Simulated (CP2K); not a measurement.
# Sb2Pt (Geversite) (Pa-3) in CP2K: equation of state, part 2 of 2

CP2K 2026.2. The steps go on from the part before.

### 4 Single point, PBE, 22.73 Å³/atom (volume scaled by 1.02)

Contents of sb2pt_eos.inp:

```
&GLOBAL
  PROJECT sb2pt_eos
  RUN_TYPE ENERGY_FORCE
  PRINT_LEVEL LOW
&END GLOBAL
&FORCE_EVAL
  METHOD QS
  STRESS_TENSOR ANALYTICAL
  &DFT
    BASIS_SET_FILE_NAME BASIS_MOLOPT_UZH
    POTENTIAL_FILE_NAME POTENTIAL_UZH
    WFN_RESTART_FILE_NAME previous-RESTART.kp
    &MGRID
      CUTOFF 450
      REL_CUTOFF 60
      NGRIDS 5
    &END MGRID
    &QS
      METHOD GPW
      EPS_DEFAULT 1.0E-10
    &END QS
    &KPOINTS
      SCHEME MONKHORST-PACK 4 4 4
      GAMMA_CENTERED T
      SYMMETRY T
      SYMMETRY_BACKEND SPGLIB
    &END KPOINTS
    &SCF
      SCF_GUESS RESTART
      EPS_SCF 1.0E-6
      MAX_SCF 100
      ADDED_MOS 42
      CHOLESKY OFF
      EPS_EIGVAL 1.0E-7
      &DIAGONALIZATION ON
        ALGORITHM STANDARD
      &END DIAGONALIZATION
      &MIXING ON
        METHOD BROYDEN_MIXING
        ALPHA 0.4
        BETA 1.5
        NBUFFER 8
      &END MIXING
      &SMEAR ON
        METHOD FERMI_DIRAC
        ELECTRONIC_TEMPERATURE [K] 580.226
      &END SMEAR
    &END SCF
    &XC
      &XC_FUNCTIONAL
        &GGA_X_PBE
        &END GGA_X_PBE
        &GGA_C_PBE
        &END GGA_C_PBE
      &END XC_FUNCTIONAL
    &END XC
    &PRINT
      &KPOINTS ON
      &END KPOINTS
      &MULLIKEN ON
      &END MULLIKEN
      &MO ON
        ENERGIES T
        OCCUPATION_NUMBERS T
        &EACH
          QS_SCF 0
        &END EACH
        ADD_LAST NUMERIC
      &END MO
    &END PRINT
  &END DFT
  &SUBSYS
    &CELL
      A 6.4849654818 0.0000000000 0.0000000000
      B 0.0000000000 6.4849654818 0.0000000000
      C 0.0000000000 0.0000000000 6.4849654818
      PERIODIC XYZ
    &END CELL
    &COORD
      Pt  0.0000000000 3.2424827409 3.2424827409
      Pt  3.2424827409 3.2424827409 0.0000000000
      Pt  3.2424827409 0.0000000000 3.2424827409
      Pt  0.0000000000 0.0000000000 0.0000000000
      Sb  2.4338075453 0.8086751956 5.6762902862
      Sb  0.8086751956 5.6762902862 2.4338075453
      Sb  5.6762902862 2.4338075453 0.8086751956
      Sb  4.0511579365 4.0511579365 4.0511579365
      Sb  4.0511579365 5.6762902862 0.8086751956
      Sb  5.6762902862 0.8086751956 4.0511579365
      Sb  0.8086751956 4.0511579365 5.6762902862
      Sb  2.4338075453 2.4338075453 2.4338075453
    &END COORD
    &KIND Pt
      BASIS_SET TZVP-MOLOPT-PBE-GTH-q18
      POTENTIAL GTH-PBE-q18
    &END KIND
    &KIND Sb
      BASIS_SET TZVP-MOLOPT-PBE-GTH-q5
      POTENTIAL GTH-PBE-q5
    &END KIND
    &PRINT
      &ATOMIC_COORDINATES ON
      &END ATOMIC_COORDINATES
      &CELL ON
      &END CELL
    &END PRINT
  &END SUBSYS
  &PRINT
    &FORCES ON
    &END FORCES
    &STRESS_TENSOR ON
    &END STRESS_TENSOR
  &END PRINT
&END FORCE_EVAL
```

Started as:

```console
$ OMP_NUM_THREADS=1 mpirun -n 8 cp2k.psmp -i sb2pt_eos.inp -o sb2pt_eos.out
```

Run time: 15 s. Hardware: 8 MPI ranks of AMD EPYC 9R45 (Zen 5), shared host.

The run converged. Its results:

| Item | Value |
| --- | --- |
| Free energy | -14292.9703 eV |
| Pressure | 5.6 GPa |
| Largest force | 0.094 eV/Å |
| Band gap on the k mesh | none (metal or under the smearing width) |
| Mulliken charges | Pt -0.44; Sb +0.22 e |

Caveat: Mulliken charges move with the basis; the basis of atomic orbitals isn't converged, which shifts pressures, moduli and gaps.

### 5 Single point, PBE, 21.39 Å³/atom (volume scaled by 0.96)

Changes to sb2pt_eos.inp since step 4:

```diff
@@ -73,5 +73,5 @@
     &CELL
-      A 6.4849654818 0.0000000000 0.0000000000
-      B 0.0000000000 6.4849654818 0.0000000000
-      C 0.0000000000 0.0000000000 6.4849654818
+      A 6.3552312186 0.0000000000 0.0000000000
+      B 0.0000000000 6.3552312186 0.0000000000
+      C 0.0000000000 0.0000000000 6.3552312186
       PERIODIC XYZ
@@ -79,14 +79,14 @@
     &COORD
-      Pt  0.0000000000 3.2424827409 3.2424827409
-      Pt  3.2424827409 3.2424827409 0.0000000000
-      Pt  3.2424827409 0.0000000000 3.2424827409
+      Pt  0.0000000000 3.1776156093 3.1776156093
+      Pt  3.1776156093 3.1776156093 0.0000000000
+      Pt  3.1776156093 0.0000000000 3.1776156093
       Pt  0.0000000000 0.0000000000 0.0000000000
-      Sb  2.4338075453 0.8086751956 5.6762902862
-      Sb  0.8086751956 5.6762902862 2.4338075453
-      Sb  5.6762902862 2.4338075453 0.8086751956
-      Sb  4.0511579365 4.0511579365 4.0511579365
-      Sb  4.0511579365 5.6762902862 0.8086751956
-      Sb  5.6762902862 0.8086751956 4.0511579365
-      Sb  0.8086751956 4.0511579365 5.6762902862
-      Sb  2.4338075453 2.4338075453 2.4338075453
+      Sb  2.3851182763 0.7924973330 5.5627338856
+      Sb  0.7924973330 5.5627338856 2.3851182763
+      Sb  5.5627338856 2.3851182763 0.7924973330
+      Sb  3.9701129423 3.9701129423 3.9701129423
+      Sb  3.9701129423 5.5627338856 0.7924973330
+      Sb  5.5627338856 0.7924973330 3.9701129423
+      Sb  0.7924973330 3.9701129423 5.5627338856
+      Sb  2.3851182763 2.3851182763 2.3851182763
     &END COORD
```

Started as:

```console
$ OMP_NUM_THREADS=1 mpirun -n 8 cp2k.psmp -i sb2pt_eos.inp -o sb2pt_eos.out
```

Run time: 9.9 s. Hardware: 8 MPI ranks of AMD EPYC 9R45 (Zen 5), shared host.

It converged, with:

* Free energy: -14291.9855 eV
* Pressure: 14.6 GPa
* Largest force: 0.156 eV/Å
* Band gap on the k mesh: 0.05 eV, indirect (least direct gap 0.26 eV)
* Mulliken charges: Pt -0.44; Sb +0.22 e

Caveat: Mulliken charges move with the basis; spin-orbit coupling is left out, which moves the levels of the heavy elements; the basis of atomic orbitals isn't converged, which shifts pressures, moduli and gaps.

### 6 Single point, PBE, 23.17 Å³/atom (volume scaled by 1.04)

Changes to sb2pt_eos.inp since step 5:

```diff
@@ -73,5 +73,5 @@
     &CELL
-      A 6.3552312186 0.0000000000 0.0000000000
-      B 0.0000000000 6.3552312186 0.0000000000
-      C 0.0000000000 0.0000000000 6.3552312186
+      A 6.5270768272 0.0000000000 0.0000000000
+      B 0.0000000000 6.5270768272 0.0000000000
+      C 0.0000000000 0.0000000000 6.5270768272
       PERIODIC XYZ
@@ -79,14 +79,14 @@
     &COORD
-      Pt  0.0000000000 3.1776156093 3.1776156093
-      Pt  3.1776156093 3.1776156093 0.0000000000
-      Pt  3.1776156093 0.0000000000 3.1776156093
+      Pt  0.0000000000 3.2635384136 3.2635384136
+      Pt  3.2635384136 3.2635384136 0.0000000000
+      Pt  3.2635384136 0.0000000000 3.2635384136
       Pt  0.0000000000 0.0000000000 0.0000000000
-      Sb  2.3851182763 0.7924973330 5.5627338856
-      Sb  0.7924973330 5.5627338856 2.3851182763
-      Sb  5.5627338856 2.3851182763 0.7924973330
-      Sb  3.9701129423 3.9701129423 3.9701129423
-      Sb  3.9701129423 5.5627338856 0.7924973330
-      Sb  5.5627338856 0.7924973330 3.9701129423
-      Sb  0.7924973330 3.9701129423 5.5627338856
-      Sb  2.3851182763 2.3851182763 2.3851182763
+      Sb  2.4496119332 0.8139264804 5.7131503468
+      Sb  0.8139264804 5.7131503468 2.4496119332
+      Sb  5.7131503468 2.4496119332 0.8139264804
+      Sb  4.0774648940 4.0774648940 4.0774648940
+      Sb  4.0774648940 5.7131503468 0.8139264804
+      Sb  5.7131503468 0.8139264804 4.0774648940
+      Sb  0.8139264804 4.0774648940 5.7131503468
+      Sb  2.4496119332 2.4496119332 2.4496119332
     &END COORD
```

Potentials or basis: POTENTIAL_UZH Pt GTH-PBE-q18, Sb GTH-PBE-q5; TZVP-MOLOPT-PBE-GTH basis.

Started as:

```console
$ OMP_NUM_THREADS=1 mpirun -n 8 cp2k.psmp -i sb2pt_eos.inp -o sb2pt_eos.out
```

Wall time 16 s (8 MPI ranks of AMD EPYC 9R45 (Zen 5), shared host).

Results (log left out):

```
Free energy            : -14293.1166 eV
Pressure               : 3.2 GPa
Largest force          : 0.076 eV/Å
Band gap on the k mesh : none (metal or under the smearing width)
Mulliken charges       : Pt -0.44; Sb +0.22 e
```

Caveat: Mulliken charges move with the basis; the basis of atomic orbitals isn't converged, which shifts pressures, moduli and gaps.

### 7 Single point, PBE, 20.94 Å³/atom (volume scaled by 0.94)

Changes to sb2pt_eos.inp since step 6:

```diff
@@ -73,5 +73,5 @@
     &CELL
-      A 6.5270768272 0.0000000000 0.0000000000
-      B 0.0000000000 6.5270768272 0.0000000000
-      C 0.0000000000 0.0000000000 6.5270768272
+      A 6.3107875882 0.0000000000 0.0000000000
+      B 0.0000000000 6.3107875882 0.0000000000
+      C 0.0000000000 0.0000000000 6.3107875882
       PERIODIC XYZ
@@ -79,14 +79,14 @@
     &COORD
-      Pt  0.0000000000 3.2635384136 3.2635384136
-      Pt  3.2635384136 3.2635384136 0.0000000000
-      Pt  3.2635384136 0.0000000000 3.2635384136
+      Pt  0.0000000000 3.1553937941 3.1553937941
+      Pt  3.1553937941 3.1553937941 0.0000000000
+      Pt  3.1553937941 0.0000000000 3.1553937941
       Pt  0.0000000000 0.0000000000 0.0000000000
-      Sb  2.4496119332 0.8139264804 5.7131503468
-      Sb  0.8139264804 5.7131503468 2.4496119332
-      Sb  5.7131503468 2.4496119332 0.8139264804
-      Sb  4.0774648940 4.0774648940 4.0774648940
-      Sb  4.0774648940 5.7131503468 0.8139264804
-      Sb  5.7131503468 0.8139264804 4.0774648940
-      Sb  0.8139264804 4.0774648940 5.7131503468
-      Sb  2.4496119332 2.4496119332 2.4496119332
+      Sb  2.3684385819 0.7869552122 5.5238323760
+      Sb  0.7869552122 5.5238323760 2.3684385819
+      Sb  5.5238323760 2.3684385819 0.7869552122
+      Sb  3.9423490063 3.9423490063 3.9423490063
+      Sb  3.9423490063 5.5238323760 0.7869552122
+      Sb  5.5238323760 0.7869552122 3.9423490063
+      Sb  0.7869552122 3.9423490063 5.5238323760
+      Sb  2.3684385819 2.3684385819 2.3684385819
     &END COORD
```

Started as:

```console
$ OMP_NUM_THREADS=1 mpirun -n 8 cp2k.psmp -i sb2pt_eos.inp -o sb2pt_eos.out
```

Run time: 15 s. Hardware: 8 MPI ranks of AMD EPYC 9R45 (Zen 5), shared host.

Results (log left out):

```
Free energy            : -14291.4359 eV
Pressure               : 18.4 GPa
Largest force          : 0.180 eV/Å
Band gap on the k mesh : 0.08 eV, indirect (least direct gap 0.28 eV)
Mulliken charges       : Pt -0.44; Sb +0.22 e
```

Caveat: Mulliken charges move with the basis; spin-orbit coupling is left out, which moves the levels of the heavy elements; the basis of atomic orbitals isn't converged, which shifts pressures, moduli and gaps.

### 8 Single point, PBE, 23.62 Å³/atom (volume scaled by 1.06)

Changes to sb2pt_eos.inp since step 7:

```diff
@@ -73,5 +73,5 @@
     &CELL
-      A 6.3107875882 0.0000000000 0.0000000000
-      B 0.0000000000 6.3107875882 0.0000000000
-      C 0.0000000000 0.0000000000 6.3107875882
+      A 6.5686516859 0.0000000000 0.0000000000
+      B 0.0000000000 6.5686516859 0.0000000000
+      C 0.0000000000 0.0000000000 6.5686516859
       PERIODIC XYZ
@@ -79,14 +79,14 @@
     &COORD
-      Pt  0.0000000000 3.1553937941 3.1553937941
-      Pt  3.1553937941 3.1553937941 0.0000000000
-      Pt  3.1553937941 0.0000000000 3.1553937941
+      Pt  0.0000000000 3.2843258429 3.2843258429
+      Pt  3.2843258429 3.2843258429 0.0000000000
+      Pt  3.2843258429 0.0000000000 3.2843258429
       Pt  0.0000000000 0.0000000000 0.0000000000
-      Sb  2.3684385819 0.7869552122 5.5238323760
-      Sb  0.7869552122 5.5238323760 2.3684385819
-      Sb  5.5238323760 2.3684385819 0.7869552122
-      Sb  3.9423490063 3.9423490063 3.9423490063
-      Sb  3.9423490063 5.5238323760 0.7869552122
-      Sb  5.5238323760 0.7869552122 3.9423490063
-      Sb  0.7869552122 3.9423490063 5.5238323760
-      Sb  2.3684385819 2.3684385819 2.3684385819
+      Sb  2.4652149777 0.8191108652 5.7495408207
+      Sb  0.8191108652 5.7495408207 2.4652149777
+      Sb  5.7495408207 2.4652149777 0.8191108652
+      Sb  4.1034367082 4.1034367082 4.1034367082
+      Sb  4.1034367082 5.7495408207 0.8191108652
+      Sb  5.7495408207 0.8191108652 4.1034367082
+      Sb  0.8191108652 4.1034367082 5.7495408207
+      Sb  2.4652149777 2.4652149777 2.4652149777
     &END COORD
```

Started as:

```console
$ OMP_NUM_THREADS=1 mpirun -n 8 cp2k.psmp -i sb2pt_eos.inp -o sb2pt_eos.out
```

It took 10 s on 8 MPI ranks of AMD EPYC 9R45 (Zen 5), shared host.

Results (log left out):

| Quantity | Value |
| --- | --- |
| Free energy | -14293.1874 eV |
| Pressure | 1.1 GPa |
| Largest force | 0.058 eV/Å |
| Band gap on the k mesh | none (metal or under the smearing width) |
| Mulliken charges | Pt -0.44; Sb +0.22 e |

Caveat: Mulliken charges move with the basis; the basis of atomic orbitals isn't converged, which shifts pressures, moduli and gaps.

### 9 Equation of state, PBE

Potentials or basis: POTENTIAL_UZH Pt GTH-PBE-q18, Sb GTH-PBE-q5; TZVP-MOLOPT-PBE-GTH basis.

No new run: the results of the series are fitted here.

What came out:

| Property | Result |
| --- | --- |
| Equilibrium volume | 23.87 Å³/atom (rough: see the caveat) |
| Bulk modulus at fixed shape and positions | 100 GPa (rough) |

Energy against volume, from the lowest point:
```
volume (Å³/atom)  energy (meV/atom)
          20.944             145.97
          21.390             100.16
          21.836              64.32
          22.281              37.28
          22.727              18.09
          23.173               5.90
          23.618               0.00
```

Caveat: the minimum lies outside the volumes run; the cell was scaled at fixed shape and fractional positions, which overstates the stiffness of a crystal with free parameters, most of all of layers and chains; the basis of atomic orbitals isn't converged, which shifts pressures, moduli and gaps. Spin-orbit coupling is left out, which matters for the levels of Pt, Sb.
